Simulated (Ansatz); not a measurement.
The cell is COD entry 9008672, as deposited and not checked against the literature; nothing was relaxed. The listed cell was then made from it by scaling, straining or moving an atom.

MgS: DFT, PBE, PAW with Ansatz's default frozen-core files, scalar-relativistic (Ansatz 0.2.0). What sets it apart from a plain run of this crystal: equal xy, yz and zx engineering shear strains of -4 %.

```yaml
crystal:
  lattice:
    - [-0.104066, 2.549617, 2.549617]
    - [2.549617, -0.104066, 2.549617]
    - [2.549617, 2.549617, -0.104066]
  atoms:
    - { symbol: Mg, position: [0.0, 0.0, 0.0] }
    - { symbol: S, position: [0.5, 0.5, 0.5] }
kpoints:
  mp_grid: { grid: [8, 8, 8] }
scf:
  occupations: { method: fermi_dirac, width: 0.01 }
hamiltonian:
  xc: pbe
  pseudopotentials: { kind: paw }
output:
  forces: true
  stress: true
  eigenvalues: true
  efg: { contact_densities: true }
```

Output (standing set-up lines are left out):

```
Crystal: 2 atoms, lattice volume = 35.176 Å³
Basis set: ecut = 420 eV, 687 PW (Γ), exchange–correlation on 50×50×50 points (8 copies of the dense FFT grid, shifted against one another)
Symmetry: 12 space group operations
Space group: R-3m (ITA 166), of the structure as read, at distance tolerance 3.3e-5 Å
k-points: 65 of 512
SCF iter   1: F=—  HF=-2828.718536 eV  |F-HF|=—  |Δ(HF+E_count)|=         —  Δρ=4.33e-4  dr2=3.96e-5  ethr=1.77e-3  ⟨swp⟩=7.3  Hψ=5079  notcnv=0
preconditioner: auto → none  [insulator: Δε(μ)=2.379 eV  Ē_g=11.738 eV  σ=0.010 eV  W_gap=1.00  n_scr=8 (ndim 8)  ℏωp=17.7 eV  f_vac=0.000  D(μ)=0.00/eV (n_scr^D=0)  ε∞_Penn≈3.3]
SCF iter   2: F=—  HF=-2828.718387 eV  |F-HF|=—  |Δ(HF+E_count)|=   1.49e-4  Δρ=3.46e-4  dr2=5.77e-5  ethr=2.48e-7  ⟨swp⟩=3.0  Hψ=2096  notcnv=0
SCF iter   3: F=—  HF=-2828.718385 eV  |F-HF|=—  |Δ(HF+E_count)|=   2.54e-6  Δρ=1.57e-4  dr2=6.33e-6  ethr=2.48e-7  ⟨swp⟩=2.0  Hψ=1001  notcnv=0
SCF iter   4: F=—  HF=-2828.718404 eV  |F-HF|=—  |Δ(HF+E_count)|=   1.89e-5  Δρ=8.45e-5  dr2=3.65e-6  ethr=3.96e-8  ⟨swp⟩=2.0  Hψ=1040  notcnv=0
SCF iter   5: F=—  HF=-2828.718403 eV  |F-HF|=—  |Δ(HF+E_count)|=   9.94e-7  Δρ=3.96e-5  dr2=8.62e-7  ethr=2.28e-8  ⟨swp⟩=1.1  Hψ=793  notcnv=0
SCF iter   6: F=-2828.718402 eV  HF=-2828.718402 eV  |F-HF|=5.91e-8  |Δ(HF+E_count)|=   2.80e-7  Δρ=1.19e-5  dr2=7.89e-8  ethr=6.25e-10  ⟨swp⟩=3.4  Hψ=2797  notcnv=0
SCF 1 converged in 6 iterations: F = -2828.718402 eV  dr2 = 7.89e-8
  greatest PAW one-centre occupation: 1.000 electrons in one spin orbital (limit 2), on the Mg atom at site 0 (counted from 0), in its partial waves of l = 0
SCF converged after 6 iterations
Free energy (F): -2828.718402 eV
Harris-Foulkes:  -2828.718402 eV  (|F-HF|=5.91e-8)
Internal energy: -2828.718402 eV  (E = F + TS)
E sigma→0 (E₀):  -2828.718402 eV
Fermi energy:    7.941415 eV
--- Per-component energies (eV) ---
  E_band       = -331.574852
  E_kinetic    = 185.312546
  E_local      = -1664.850231  (includes V_loc(G=0)·N_el)
  E_nonlocal   = 123.415260
  E_hartree    = 592.615387
  E_xc         = -127.749867
  E_vxc        = -127.043479  (∫ρ·V_xc dr)
  E_paw        = -893.078161  (= ΣΔE_a)
  E_vpaw       = -33.639145  (= ΣTr[D̂ρ^β])
  E_aug_tail   = -0.000001  (compensation charges beyond the density's cutoff)
  E_ewald      = -1044.383335
  E_smearing   = -0.000000  (= −TS)
  E_closure    = -0.000000  (closes the sum)
  Σ components = -2828.718402   (vs F -2828.718402, Δ=0.00e0)
--- Forces (eV/Å), atoms counted from 1 ---
  atom   1  Mg    -0.00000000    -0.00000000    -0.00000000
  atom   2  S     -0.00000000    -0.00000000    -0.00000000
  max |Σ_I F_I| component: 6.31e-30 eV/Å
--- Stress (GPa, compression-positive) ---
        1.260153       2.056811       2.056811
        2.056811       1.260153       2.056811
        2.056811       2.056811       1.260153
  P = ⅓ Tr σ = 1.2602 GPa (12.602 kbar)
--- PAW observables at the nuclei: V_zz in 10²¹ V/m², potentials from the cell's mean, atoms counted from 1 ---
  atom   1  Mg V_zz =    +0.217325   η = 0.0000   by run symmetry: allowed
            electrostatic potential = -1100.984034 V   contact ρ = 7796.640966 e/Å³
  atom   2  S  V_zz =    -2.151486   η = 0.0000   by run symmetry: allowed
            electrostatic potential = -1633.477772 V   contact ρ = 19763.929385 e/Å³
--- Band table (eV; the first three rows and the last of 65) ---
  k-point 0: bands = ["-68.3236", "-35.0835", "-35.0709", "-35.0709", "-6.2625", "6.2441", "6.2441", "6.7532", "10.0673", "13.9972", "13.9972", "15.1069"]
  k-point 1: bands = ["-68.3235", "-35.0838", "-35.0717", "-35.0710", "-6.1151", "5.2465", "6.1641", "6.5970", "10.8849", "13.8471", "14.2668", "15.1929"]
  k-point 2: bands = ["-68.3234", "-35.0847", "-35.0735", "-35.0712", "-5.7172", "3.5068", "5.9890", "6.3542", "11.4131", "14.0947", "14.5083", "14.6367"]
  k-point 64: bands = ["-68.3231", "-35.0913", "-35.0722", "-35.0722", "-4.7817", "1.7782", "5.5539", "5.5539", "10.5501", "12.8466", "12.8466", "16.3478"]
```
